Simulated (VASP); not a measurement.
# BaS: band structure with PBE

**What was measured.**

A printed reference work, monograph, original work of 1988 reports, for a bulk crystal of BaS at 2 K: band gap 3.806 eV (indirect).

BaS:

```
Ba S
1.0
     0.00000    3.19375    3.19375
     3.19375    0.00000    3.19375
     3.19375    3.19375    0.00000
Ba S
1 1
Cartesian
  0.0000 0.0000 0.0000
  3.1938 3.1938 3.1938
```

```json
{
  "Program": "VASP 6.6.1",
  "Task": "band structure",
  "Functional": "PBE",
  "Potentials or basis": "VASP PAW PBE potentials, release 64 (Ba_sv_GW, S_GW)",
  "Cutoff": "550 eV",
  "k mesh": "7 × 7 × 7",
  "Occupations": "fermi-dirac, width 0.05 eV",
  "Spin": "no spin polarisation",
  "Further INCAR settings": "ALGO = Fast; EDIFF = 1e-07; NBANDS = 15"
}
```

The pressure is 0.8 GPa, the band gap on the k mesh is 2.26 eV, indirect (least direct gap 2.38 eV) and the band gap along the path is 2.21 eV, indirect (least direct gap 2.31 eV).

Levels at the corners of the path, in eV from the valence-band top:
```csv
point,band 6,band 7,band 8,band 9,band 10,band 11
Γ,0.00,0.00,0.00,3.69,3.97,3.97
X,-0.45,-0.11,-0.11,2.21,6.03,6.12
X,-0.45,-0.11,-0.11,2.21,6.03,6.12
W,-1.06,-0.42,-0.42,4.30,4.30,6.37
W,-1.06,-0.42,-0.42,4.30,4.30,6.37
K,-0.88,-0.55,-0.47,3.34,5.92,6.67
K,-0.88,-0.55,-0.47,3.34,5.92,6.67
Γ,0.00,0.00,0.00,3.69,3.97,3.97
Γ,0.00,0.00,0.00,3.69,3.97,3.97
L,-1.85,-1.01,-1.01,5.55,5.64,6.41
L,-1.85,-1.01,-1.01,5.55,5.64,6.41
U,-0.88,-0.55,-0.47,3.34,5.92,6.67
U,-0.88,-0.55,-0.47,3.34,5.92,6.67
W,-1.06,-0.42,-0.42,4.30,4.30,6.37
W,-1.06,-0.42,-0.42,4.30,4.30,6.37
L,-1.85,-1.01,-1.01,5.55,5.64,6.41
L,-1.85,-1.01,-1.01,5.55,5.64,6.41
K,-0.88,-0.55,-0.47,3.34,5.92,6.67
U,-0.88,-0.55,-0.47,3.34,5.92,6.67
X,-0.45,-0.11,-0.11,2.21,6.03,6.12
```

Run time: 53 s on 1 thread of Intel(R) Xeon(R) 6975P-C (Granite Rapids), with other jobs on the host, peak memory 0.23 GiB.

Measured gap of BaS: 3.806 eV (indirect; 2 K; a printed reference work, monograph, original work of 1988). This calculation gives 2.21 eV (-1.60 eV). Spin-orbit coupling on Ba is left out. The value is that of PBE, without temperature or zero-point motion. Semilocal functionals fall short of measured gaps as a rule.

Caveat: spin-orbit coupling is left out, which moves the levels of the heavy elements.
